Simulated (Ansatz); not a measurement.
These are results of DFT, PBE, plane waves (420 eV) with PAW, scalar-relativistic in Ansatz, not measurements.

An element in the dhcp structure gives this curve. The cell is scaled uniformly from the relaxed one, with fractional coordinates and shape fixed. Energies are extrapolated to zero smearing, pressures are those at the given smearing. Magnetic state: spin not included.

```tsv
V (Å³/atom)	E − E₀ (meV/atom)	P (GPa)
14.519	256.4	46.48
15.179	105.3	27.76
15.839	24.1	12.46
16.499	-0.1	-0.04
17.159	22.4	-10.24
17.819	83.0	-18.53
18.478	174.4	-25.25
```

(1) Which element is it?
A. platinum
B. tungsten
C. rhenium
D. zinc

Answers

(1) B. Its fit is V₀ = 16.49 Å³/atom, B₀ = 282 GPa, B₀′ = 4.1.
